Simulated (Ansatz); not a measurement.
**Rhodium, diamond under PBE: from relaxation to bulk modulus**

What does PBE give for rhodium in the diamond structure? We relax it, solve it on a dense k-mesh, then scale the cell to 7 volumes from 88 to 112 % of the relaxed one and try a fit of the equation of state. The start is ferromagnetic. The k-meshes are 10×10×10 for the relaxation; 16×16×16 for the dense run; 16×16×16 for the volumes.

This is Rh in the diamond structure; at room conditions it is fcc.

Computed with Ansatz 0.2.0 (DFT PBE, plane waves (420 eV) with PAW, scalar-relativistic, unless a step says otherwise).

**1. The system as given**

The structure is cubic, space group Fd-3m (No. 227). Conventional cell: a = 5.296 Å, b = 5.296 Å, c = 5.296 Å, α = 90.00°, β = 90.00°, γ = 90.00°. Rh (site symmetry -43m) has 4 Rh at 2.29 Å as nearest neighbours.

As a file:

```
Rh
1.0
     0.00000    2.64786    2.64786
     2.64786    0.00000    2.64786
     2.64786    2.64786    0.00000
Rh
2
Direct
  0.12500 0.12500 0.12500
  0.87500 0.87500 0.87500
```

The atoms start with moments of +1 ×2 μB.

**2. Geometry optimisation**

The input, input.yaml:

```yaml
crystal:
  lattice:
    - [0.0, 2.647863974, 2.647863974]
    - [2.647863974, 0.0, 2.647863974]
    - [2.647863974, 2.647863974, 0.0]
  atoms:
    - { symbol: Rh, position: [0.125, 0.125, 0.125], spin: 1.0 }
    - { symbol: Rh, position: [0.875, 0.875, 0.875], spin: 1.0 }
hamiltonian:
  xc: pbe
  pseudopotentials:
    kind: paw
    azcp:
      Rh: "pseudopotentials/Rh.paw.azcp"
basis:
  ecutwfc: 420
  fft_grid_basis: typed
kpoints:
  mp_grid: { grid: [10, 10, 10], shift: [0, 0, 0] }
magnetization:
  spin_polarized: true
scf:
  occupations: { method: fermi_dirac, width: 0.05 }
relax:
  max_steps: 60
  f_tol: 0.01
  cell: {}
```

What it wrote:

```text
Warning: RAYON_NUM_THREADS=2 ignored (pool sized by the plan → 2); use --threads N
Engine: ansatz 0.2.0, aarch64-unknown-linux-gnu
Pseudopotentials: kind: paw
Pseudopotential: Rh, paw, valence charge 17, recommended cutoff 420 eV (normal), <dir>
Functional definition: PBE
  parameter kappa = 0.804
  parameter beta = 0.06672455060314922
  exchange = pbe_x(kappa = kappa, mu = beta*pi^2/3)
  correlation = pbe_c(beta = beta)
Crystal: 2 atoms, lattice volume = 37.129 Å³
Basis set: ecut = 420 eV, 725 PW (Γ), exchange–correlation on 54×54×54 points (8 copies of the dense FFT grid, shifted against one another)
Bands: 22, of which v1, the nominal top of the filled ones, is band 17 counted from 1 (16 counted from 0)
Symmetry: 48 space group operations
Space group: Fd-3m (ITA 227), of the structure as read, at distance tolerance 3.3e-5 Å
Magnetic group: BNS 227.128 (UNI 1630), of the structure as read, at distance tolerance 3.3e-5 Å
k-points: 47 of 1000
Non-local potential: Rh, projectors of the file, l = 0: 3, l = 1: 2, l = 2: 2, l = 3: 1
PAW form: soft (Blöchl's): semilocal exchange-correlation on the pseudo side does not see the compensation charge
PAW one-centre angular grid: Rh, 590 points (default); XC on 64 Gauss nodes
Initial density: superposition of atomic densities (chi_scale 0.1, normalization cell)
Starting moments: Σ|m| = 2 μB on 2 of 2 sites
Initial wavefunctions: pseudopotential atomic-orbital guess
Functional: x = pbe(κ = 0.804, μ = 0.2195149727645171), c = pbe(β = 0.06672455060314922)
SCF iter   1: F=—  HF=-12803.833108 eV  |F-HF|=—  |Δ(HF+E_count)|=         —  Δρ=5.21e-2 (↑5.21e-2 ↓3.16e-2)  dr2=1.84e0  dr2_m=1.39e-1  M=1.069 μB ∫|m|=1.069 μB  β_m=0.30  ethr=3.10e-3  ⟨swp⟩=6.0  Hψ=9108  notcnv=0
Mixer restart at iter 1: flushing history
preconditioner: auto → Kerker (q_TF=auto, 2.689 Å⁻¹)  [metal: Δε(μ)=0.008 eV  Ē_g=7.639 eV  σ=0.050 eV  W_gap=0.04  n_scr=14 (ndim 8)  ℏωp=25.9 eV  f_vac=0.000  D(μ)=2.61/eV (n_scr^D=26)]
spin=Collinear: Kerker preconditioning applied to the charge; magnetization (m = ρ↑ − ρ↓) channel mixes plain (no charge-response kernel on spin).
SCF iter   2: F=—  HF=-12803.257057 eV  |F-HF|=—  |Δ(HF+E_count)|=   5.76e-1  Δρ=3.63e-2 (↑3.63e-2 ↓2.12e-2)  dr2=7.34e-1  dr2_m=9.33e-2  M=0.969 μB ∫|m|=0.969 μB  β_m=0.57  ethr=3.10e-3  ⟨swp⟩=2.0  Hψ=3202  notcnv=0  defer=13
SCF iter   3: F=—  HF=-12803.171613 eV  |F-HF|=—  |Δ(HF+E_count)|=   8.54e-2  Δρ=1.10e-2 (↑9.25e-3 ↓1.10e-2)  dr2=1.41e-2  dr2_m=2.61e-2  M=0.663 μB ∫|m|=0.665 μB  β_m=0.78  ethr=2.16e-3  ⟨swp⟩=2.0  Hψ=3365  notcnv=0  defer=13
SCF iter   4: F=—  HF=-12803.294491 eV  |F-HF|=—  |Δ(HF+E_count)|=         —  Δρ=1.18e-2 (↑1.15e-2 ↓1.18e-2)  dr2=9.62e-4  dr2_m=4.56e-2  M=0.123 μB ∫|m|=0.130 μB  β_m=0.78  ethr=4.16e-5  ⟨swp⟩=2.1  Hψ=4496  notcnv=0  defer=10
Mixer restart at iter 4: flushing history
SCF iter   5: F=—  HF=-12803.290692 eV  |F-HF|=—  |Δ(HF+E_count)|=   3.80e-3  Δρ=4.98e-3 (↑4.45e-3 ↓4.98e-3)  dr2=6.10e-4  dr2_m=7.48e-3  M=0.055 μB ∫|m|=0.059 μB  β_m=0.89  ethr=2.83e-6  ⟨swp⟩=2.4  Hψ=3867  notcnv=0  defer=10
SCF iter   6: F=—  HF=-12803.290398 eV  |F-HF|=—  |Δ(HF+E_count)|=   2.95e-4  Δρ=3.60e-4 (↑3.60e-4 ↓3.57e-4)  dr2=8.63e-5  dr2_m=2.97e-5  M=0.005 μB ∫|m|=0.005 μB  β_m=0.95  ethr=1.79e-6  ⟨swp⟩=2.3  Hψ=3810  notcnv=0  defer=10
SCF iter   7: F=—  HF=-12803.290445 eV  |F-HF|=—  |Δ(HF+E_count)|=   4.72e-5  Δρ=9.00e-5 (↑9.00e-5 ↓8.39e-5)  dr2=2.13e-5  dr2_m=1.34e-7  M=0.000 μB ∫|m|=0.000 μB  β_m=0.97  ethr=2.54e-7  ⟨swp⟩=2.7  Hψ=3224  notcnv=0  defer=10
SCF iter   8: F=—  HF=-12803.290443 eV  |F-HF|=—  |Δ(HF+E_count)|=   1.71e-6  Δρ=6.51e-5 (↑2.88e-5 ↓6.51e-5)  dr2=1.53e-6  dr2_m=4.30e-7  M=-0.001 μB ∫|m|=0.001 μB  β_m=0.99  ethr=6.25e-8  ⟨swp⟩=2.0  Hψ=2912  notcnv=0  defer=10
SCF iter   9: F=—  HF=-12803.290446 eV  |F-HF|=—  |Δ(HF+E_count)|=   2.98e-6  Δρ=1.38e-5 (↑1.38e-5 ↓9.87e-6)  dr2=1.72e-7  dr2_m=3.72e-9  M=0.000 μB ∫|m|=0.000 μB  β_m=0.99  ethr=4.50e-9  ⟨swp⟩=2.7  Hψ=3561  notcnv=0  defer=10
SCF iter  10: F=—  HF=-12803.290447 eV  |F-HF|=—  |Δ(HF+E_count)|=   5.76e-7  Δρ=4.34e-6 (↑4.34e-6 ↓3.00e-6)  dr2=1.74e-8  dr2_m=8.83e-10  M=0.000 μB ∫|m|=0.000 μB  β_m=1.00  ethr=5.06e-10  ⟨swp⟩=2.8  Hψ=3915  notcnv=0  defer=10
SCF iter  11: F=—  HF=-12803.290447 eV  |F-HF|=—  |Δ(HF+E_count)|=   5.29e-8  Δρ=1.15e-6 (↑1.15e-6 ↓1.01e-6)  dr2=1.77e-9  dr2_m=2.44e-11  M=0.000 μB ∫|m|=0.000 μB  β_m=1.00  ethr=5.11e-11  ⟨swp⟩=2.1  Hψ=3058  notcnv=0  defer=10
SCF iter  12: F=-12803.290447 eV  HF=-12803.290447 eV  |F-HF|=9.82e-11  |Δ(HF+E_count)|=  1.02e-10  Δρ=2.96e-7 (↑2.96e-7 ↓2.66e-7)  dr2=1.40e-10  dr2_m=7.80e-13  M=0.000 μB ∫|m|=0.000 μB  ethr=5.21e-12  ⟨swp⟩=1.0  Hψ=5746  notcnv=0
WARN: the starting moments were not kept: the SCF closed with an absolute magnetisation of 1.6e-6 μB, where they sum to 2 μB in size (2 sites). That is at most 0.1 of that sum. Measured as dr2_m measures the in/out step, that magnetisation stands 3.0e-13 eV from none, at or under the dr2_threshold of 1.0e-7 eV: it is no larger than a step whose dr2_m would equal this threshold. The system may hold no moment; this SCF shows only that its start led to no more than that. To try another start: raise the starting moments (crystal.atoms[].spin, magnetization.per_species, magnetization.initial_magnetization, or on a non-collinear deck that types none of these the spinor_matrix: blocks that start its atoms; where the total moment is fixed, keep their sum and leave initial_magnetization as it is; typed ones take the place of any that the run laid by itself, positive ones on a crystal's lanthanoids without a Hubbard term where scf.initial_density.shell_occupations: [] is typed) or, if the notice of its spin-set hold's release reads "site moments contracting" or "site moments show no strong build", lengthen the hold (scf.mixing.spin_hold: { on: { confirm: 4 } }; for m-r²SCAN on two components see the key's manual first). Each may lead to a state that holds a moment. A second SCF, from the converged charge density, with the starting moments and any scf.initial_density.shell_occupations laid on it anew, would have followed, and was not run: the deck does not ask for one (magnetization.retry_lost_moments is false, the default). To let it run, set magnetization.retry_lost_moments: true and run the deck again, where that key's refused combinations let it; where memory then withholds it, that run's warning says so.
SCF 1 converged in 12 iterations: F = -12803.290447 eV  dr2 = 1.40e-10
relax step   1: F+E_penalty+E_count = -12803.29044659 eV  Δ(F+E_penalty+E_count) = +0.000e0 eV  max|allowed force component| = 4.626e-18 eV/Å  Δτ_max = 0.0000 Å  P = +21.034 GPa  Ω = 37.129 Å³  (12 SCF iters, dr2 threshold 1.00e-7 eV, accepted)
[... 20 lines left out ...]
relax step   2: F+E_penalty+E_count = -12803.56329694 eV  Δ(F+E_penalty+E_count) = -2.729e-1 eV  max|allowed force component| = 1.272e-17 eV/Å  Δτ_max = 0.0000 Å  P = -1.712 GPa  Ω = 42.491 Å³  energy of the carried Pulay correction = -3.019e-3 eV  (9 SCF iters, dr2 threshold 2.00e-7 eV, accepted)
[... 14 lines left out ...]
relax step   3: F+E_penalty+E_count = -12803.56651674 eV  Δ(F+E_penalty+E_count) = -3.220e-3 eV  max|allowed force component| = 1.041e-17 eV/Å  Δτ_max = 0.0000 Å  P = -0.365 GPa  Ω = 42.035 Å³  energy of the carried Pulay correction = -2.777e-3 eV  (8 SCF iters, dr2 threshold 2.00e-7 eV, accepted)
[... 13 lines left out ...]
relax step   4: F+E_penalty+E_count = -12803.56671767 eV  Δ(F+E_penalty+E_count) = -2.009e-4 eV  max|allowed force component| = 1.388e-17 eV/Å  Δτ_max = 0.0000 Å  P = +0.009 GPa  Ω = 41.913 Å³  energy of the carried Pulay correction = -2.713e-3 eV  (7 SCF iters, dr2 threshold 2.00e-7 eV, accepted)
[... 14 lines left out ...]
relax step   5: F+E_penalty+E_count = -12803.56948817 eV  Δ(F+E_penalty+E_count) = -2.770e-3 eV  max|allowed force component| = 1.099e-17 eV/Å  Δτ_max = 0.0000 Å  P = +0.043 GPa  Ω = 41.913 Å³  stress off target by 4.29e-2 GPa  SCF on the basis re-selected at this cell (its energy is not comparable with the rows above)  (9 SCF iters)
basis re-selected at this cell: Δ(F+E_penalty+E_count) = -2.770e-3 eV, ΔP = +0.034 GPa vs the last step (what re-selecting the basis moved, of the pressure what is left beyond the Pulay correction that the steps carried, after the strain that the cell walked since its last selection, with what the two solves' SCF thresholds leave and, on support functions, any second-order correction that the steps lacked; it is no measure of the basis error at this ecutwfc). This SCF's stress stands 4.29e-2 GPa from its target on what of the cell is left free (relax.cell.stress_tol is 5.00e-2 GPa) and its largest allowed force component is 1.10e-17 eV/Å (relax.f_tol is 1.00e-2 eV/Å): within both
SCF converged after 9 iterations
Magnetization: -0.0000 μB (17.0000 up, 17.0000 down)
Absolute magnetization: 0.0000 μB (∫|ρ↑−ρ↓|, with the PAW one-centre terms)
Spin contamination: 0.0000 ħ² per cell (⟨S²⟩ above its minimum at these occupations)
Per-site moments (μB) at R_I (Å): [(-7.391080657599712e-9, 0.9849009182771925), (-7.3910806393388586e-9, 0.9849009182771925)]
Free energy (F): -12803.569488 eV
Harris-Foulkes:  -12803.569488 eV  (|F-HF|=3.13e-10)
Internal energy: -12803.540556 eV  (E = F + TS)
E sigma→0 (E₀):  -12803.555022 eV
Entropy (-TS):   -0.028932 eV (-14.466 meV/atom)
Fermi energy:    13.246558 eV
--- Per-component energies (eV) ---
  E_band       = -480.346261
  E_kinetic    = 1143.343260
  E_local      = -4718.544851  (includes V_loc(G=0)·N_el)
  E_nonlocal   = 713.826165
  E_hartree    = 1739.026329
  E_xc         = -440.274689
  E_vxc        = -552.230553  (∫ρ·V_xc dr)
  E_paw        = -7175.433314  (= ΣΔE_a)
  E_vpaw       = -544.794821  (= ΣTr[D̂ρ^β])
  E_aug_tail   = 0.001730  (compensation charges beyond the density's cutoff)
  E_ewald      = -4065.485186
  E_smearing   = -0.028932  (= −TS)
  E_closure    = 0.000000  (closes the sum)
  Σ components = -12803.569488   (vs F -12803.569488, Δ=0.00e0)
--- Forces (eV/Å), atoms counted from 1 ---
  atom   1  Rh     0.00000000     0.00000000     0.00000000
  atom   2  Rh     0.00000000    -0.00000000    -0.00000000
  max |Σ_I F_I| component: 1.16e-17 eV/Å
--- Stress (GPa, compression-positive) ---
        0.042904       0.000000      -0.000000
        0.000000       0.042904       0.000000
       -0.000000       0.000000       0.042904
  P = ⅓ Tr σ = 0.0429 GPa (0.429 kbar)
--- Relaxed structure (4 steps of the walk, 4 accepted, 1 SCFs on fresh bases) ---
  F+E_penalty+E_count = -12803.56948817 eV   max|allowed force component| = 1.099e-17 eV/Å   (the final SCF, on the basis selected at the relaxed cell)
  cell:  # Å, volume = 41.9125 Å³
    - [3.305622606341015e-33, 2.757007565054287, 2.757007565054287]
    - [2.757007565054287, 2.1655331139806166e-34, 2.757007565054287]
    - [2.757007565054287, 2.757007565054287, -8.522009725017874e-33]
  atoms:
    - { symbol: Rh, position: [0.125, 0.125, 0.125] }
    - { symbol: Rh, position: [0.875, 0.875, 0.875] }
```

It took 12 s on 2 threads of an Arm CPU, shared host; peak memory 0.36 GiB.

The steps of the relaxation:

| step | energy change (meV/atom) | largest force (eV/Å) | pressure (GPa) | volume (Å³/atom) |
| --- | --- | --- | --- | --- |
| 1 | 0.00 | 0.0000 | 21.03 | 18.565 |
| 2 | -136.43 | 0.0000 | -1.71 | 21.246 |
| 3 | -138.04 | 0.0000 | -0.37 | 21.017 |
| 4 | -138.14 | 0.0000 | 0.01 | 20.956 |
| 5 | -139.52 | 0.0000 | 0.04 | 20.956 |

Steps that repeat a cell are solved on a basis chosen anew, so their changes of energy are no gain of the relaxation.

The cell of the run, before and after:

|  | before | after | change |
| --- | --- | --- | --- |
| a (Å) | 3.745 | 3.899 | +4.1 % |
| b (Å) | 3.745 | 3.899 | +4.1 % |
| c (Å) | 3.745 | 3.899 | +4.1 % |
| volume (Å³/atom) | 18.565 | 20.956 | +12.9 % |
| shortest distance (Å) | 2.293 | 2.388 | +4.1 % |
| space group (spins left aside) | Fd-3m | Fd-3m | same |

**3. The energy on a finer k-mesh**

The input, input.yaml:

```yaml
crystal:
  lattice:
    - [0.0, 2.7570075651, 2.7570075651]
    - [2.7570075651, 0.0, 2.7570075651]
    - [2.7570075651, 2.7570075651, 0.0]
  atoms:
    - { symbol: Rh, position: [0.125, 0.125, 0.125], spin: 1.0 }
    - { symbol: Rh, position: [0.875, 0.875, 0.875], spin: 1.0 }
hamiltonian:
  xc: pbe
  pseudopotentials:
    kind: paw
    azcp:
      Rh: "pseudopotentials/Rh.paw.azcp"
basis:
  ecutwfc: 420
  fft_grid_basis: typed
kpoints:
  mp_grid: { grid: [16, 16, 16], shift: [0, 0, 0] }
magnetization:
  spin_polarized: true
scf:
  occupations: { method: fermi_dirac, width: 0.05 }
```

What it wrote (excerpt; [...] marks lines left out):

```text
Warning: RAYON_NUM_THREADS=2 ignored (pool sized by the plan → 2); use --threads N
[...]
[... 3 set-up lines as earlier in the session ...]
[...]
Crystal: 2 atoms, lattice volume = 41.913 Å³
Basis set: ecut = 420 eV, 869 PW (Γ)
Bands: 22, of which v1, the nominal top of the filled ones, is band 17 counted from 1 (16 counted from 0)
[... 1 set-up line as earlier in the session ...]
Space group: Fd-3m (ITA 227), of the structure as read, at distance tolerance 3.5e-5 Å
Magnetic group: BNS 227.128 (UNI 1630), of the structure as read, at distance tolerance 3.5e-5 Å
k-points: 145 of 4096
[...]
Starting moments: Σ|m| = 2 μB on 2 of 2 sites
[...]
SCF iter   1: F=—  HF=-12804.546219 eV  |F-HF|=—  |Δ(HF+E_count)|=         —  Δρ=7.00e-2 (↑7.00e-2 ↓2.83e-2)  dr2=2.00e0  dr2_m=5.80e-1  M=0.346 μB ∫|m|=0.346 μB  β_m=0.30  ethr=3.10e-3  ⟨swp⟩=5.8  Hψ=27016  notcnv=0
[...]
spin=Collinear: Kerker preconditioning applied to the charge; magnetization (m = ρ↑ − ρ↓) channel mixes plain (no charge-response kernel on spin).
[...]
SCF iter  11: F=-12803.570814 eV  HF=-12803.570814 eV  |F-HF|=7.28e-12  |Δ(HF+E_count)|=    0.00e0  Δρ=1.01e-7 (↑9.53e-8 ↓1.01e-7)  dr2=1.48e-11  dr2_m=9.13e-15  M=-0.000 μB ∫|m|=0.000 μB  ethr=1.00e-12  ⟨swp⟩=1.0  Hψ=15162  notcnv=0
[...]
WARN: the starting moments were not kept: the SCF closed with an absolute magnetisation of 4.0e-7 μB, where they sum to 2 μB in size (2 sites). That is at most 0.1 of that sum. Measured as dr2_m measures the in/out step, that magnetisation stands 4.2e-14 eV from none, at or under the [...]
SCF converged after 11 iterations
Magnetization: -0.0000 μB (17.0000 up, 17.0000 down)
Absolute magnetization: 0.0000 μB (∫|ρ↑−ρ↓|, with the PAW one-centre terms)
Spin contamination: 0.0000 ħ² per cell (⟨S²⟩ above its minimum at these occupations)
Per-site moments (μB) at R_I (Å): [(-1.3197322301011876e-7, 0.9849009182935228), (-1.319732228823344e-7, 0.9849009182935228)]
Free energy (F): -12803.570814 eV
[...]
E sigma→0 (E₀):  -12803.557134 eV
Entropy (-TS):   -0.027359 eV (-13.679 meV/atom)
Fermi energy:    13.226029 eV
[...]
```

It took 7.6 s on 2 threads of an Arm CPU, shared host; peak memory 0.42 GiB.

**4. Volume × 0.88**

input.yaml: that of step 3 with these lines changed.

```diff
@@ -2,5 +2,5 @@
   lattice:
-    - [0.0, 2.7570075651, 2.7570075651]
-    - [2.7570075651, 0.0, 2.7570075651]
-    - [2.7570075651, 2.7570075651, 0.0]
+    - [0.0, 2.6419961587, 2.6419961587]
+    - [2.6419961587, 0.0, 2.6419961587]
+    - [2.6419961587, 2.6419961587, 0.0]
   atoms:
@@ -23 +23,3 @@
   occupations: { method: fermi_dirac, width: 0.05 }
+output:
+  stress: true
```

What it wrote (excerpt; [...] marks lines left out):

```text
Warning: RAYON_NUM_THREADS=2 ignored (pool sized by the plan → 2); use --threads N
[...]
[... 3 set-up lines as earlier in the session ...]
[...]
Crystal: 2 atoms, lattice volume = 36.883 Å³
Basis set: ecut = 420 eV, 725 PW (Γ)
Bands: 22, of which v1, the nominal top of the filled ones, is band 17 counted from 1 (16 counted from 0)
[... 2 set-up lines as earlier in the session ...]
Magnetic group: BNS 227.128 (UNI 1630), of the structure as read, at distance tolerance 3.3e-5 Å
k-points: 145 of 4096
[...]
Starting moments: Σ|m| = 2 μB on 2 of 2 sites
[...]
SCF iter   1: F=—  HF=-12804.435168 eV  |F-HF|=—  |Δ(HF+E_count)|=         —  Δρ=7.74e-2 (↑7.74e-2 ↓3.23e-2)  dr2=1.96e0  dr2_m=6.67e-1  M=0.248 μB ∫|m|=0.248 μB  β_m=0.30  ethr=3.10e-3  ⟨swp⟩=6.1  Hψ=28212  notcnv=0
[...]
SCF iter  11: F=-12803.261825 eV  HF=-12803.261825 eV  |F-HF|=1.02e-10  |Δ(HF+E_count)|=  8.84e-10  Δρ=3.41e-7 (↑3.41e-7 ↓3.11e-7)  dr2=1.82e-10  dr2_m=1.16e-13  M=-0.000 μB ∫|m|=0.000 μB  ethr=1.16e-12  ⟨swp⟩=1.0  Hψ=17075  notcnv=0
[...]
WARN: the starting moments were not kept: the SCF closed with an absolute magnetisation of 5.5e-7 μB, where they sum to 2 μB in size (2 sites). That is at most 0.1 of that sum. Measured as dr2_m measures the in/out step, that magnetisation stands 9.6e-14 eV from none, at or under the [...]
SCF converged after 11 iterations
Magnetization: -0.0000 μB (17.0000 up, 17.0000 down)
Absolute magnetization: 0.0000 μB (∫|ρ↑−ρ↓|, with the PAW one-centre terms)
Spin contamination: 0.0000 ħ² per cell (⟨S²⟩ above its minimum at these occupations)
Per-site moments (μB) at R_I (Å): [(-2.3675820934569797e-7, 0.94381476343073), (-2.3675820934850474e-7, 0.94381476343073)]
Free energy (F): -12803.261825 eV
[...]
E sigma→0 (E₀):  -12803.251229 eV
Entropy (-TS):   -0.021192 eV (-10.596 meV/atom)
Fermi energy:    15.882028 eV
[...]
--- Stress (GPa, compression-positive) ---
       22.578715      -0.000000      -0.000000
        0.000000      22.578715      -0.000000
       -0.000000       0.000000      22.578715
  P = ⅓ Tr σ = 22.5787 GPa (225.787 kbar)
```

Wall time 7.6 s (2 threads of an Arm CPU, shared host); peak memory 0.41 GiB.

**5. Volume × 0.92**

input.yaml: that of step 4 with these lines changed.

```diff
@@ -2,5 +2,5 @@
   lattice:
-    - [0.0, 2.6419961587, 2.6419961587]
-    - [2.6419961587, 0.0, 2.6419961587]
-    - [2.6419961587, 2.6419961587, 0.0]
+    - [0.0, 2.6814347516, 2.6814347516]
+    - [2.6814347516, 0.0, 2.6814347516]
+    - [2.6814347516, 2.6814347516, 0.0]
   atoms:
```

What it wrote (excerpt; [...] marks lines left out):

```text
Warning: RAYON_NUM_THREADS=2 ignored (pool sized by the plan → 2); use --threads N
[...]
[... 3 set-up lines as earlier in the session ...]
[...]
Crystal: 2 atoms, lattice volume = 38.560 Å³
Basis set: ecut = 420 eV, 749 PW (Γ)
Bands: 22, of which v1, the nominal top of the filled ones, is band 17 counted from 1 (16 counted from 0)
[... 1 set-up line as earlier in the session ...]
Space group: Fd-3m (ITA 227), of the structure as read, at distance tolerance 3.4e-5 Å
Magnetic group: BNS 227.128 (UNI 1630), of the structure as read, at distance tolerance 3.4e-5 Å
k-points: 145 of 4096
[...]
Starting moments: Σ|m| = 2 μB on 2 of 2 sites
[...]
SCF iter   1: F=—  HF=-12804.563925 eV  |F-HF|=—  |Δ(HF+E_count)|=         —  Δρ=7.53e-2 (↑7.53e-2 ↓3.09e-2)  dr2=2.03e0  dr2_m=6.39e-1  M=0.281 μB ∫|m|=0.281 μB  β_m=0.30  ethr=3.10e-3  ⟨swp⟩=6.1  Hψ=28078  notcnv=0
[...]
SCF iter  10: F=-12803.446465 eV  HF=-12803.446465 eV  |F-HF|=1.53e-10  |Δ(HF+E_count)|=  8.57e-10  Δρ=4.14e-7 (↑4.14e-7 ↓3.36e-7)  dr2=2.50e-10  dr2_m=9.20e-13  M=-0.000 μB ∫|m|=0.000 μB  ethr=7.92e-12  ⟨swp⟩=1.0  Hψ=16500  notcnv=0
[...]
WARN: the starting moments were not kept: the SCF closed with an absolute magnetisation of 1.8e-6 μB, where they sum to 2 μB in size (2 sites). That is at most 0.1 of that sum. Measured as dr2_m measures the in/out step, that magnetisation stands 1.1e-12 eV from none, at or under the [...]
SCF converged after 10 iterations
Magnetization: -0.0000 μB (17.0000 up, 17.0000 down)
Absolute magnetization: 0.0000 μB (∫|ρ↑−ρ↓|, with the PAW one-centre terms)
Spin contamination: 0.0000 ħ² per cell (⟨S²⟩ above its minimum at these occupations)
Per-site moments (μB) at R_I (Å): [(-7.746803194183492e-7, 0.9579036280588564), (-7.746803194910256e-7, 0.9579036280588564)]
Free energy (F): -12803.446465 eV
[...]
E sigma→0 (E₀):  -12803.434887 eV
Entropy (-TS):   -0.023154 eV (-11.577 meV/atom)
Fermi energy:    14.915782 eV
[...]
--- Stress (GPa, compression-positive) ---
       13.097058      -0.000000       0.000000
        0.000000      13.097058       0.000000
        0.000000       0.000000      13.097058
  P = ⅓ Tr σ = 13.0971 GPa (130.971 kbar)
```

Run time: 7.4 s. Hardware: 2 threads of an Arm CPU, shared host; peak memory 0.42 GiB.

(Part 1 of 2 ends here.)
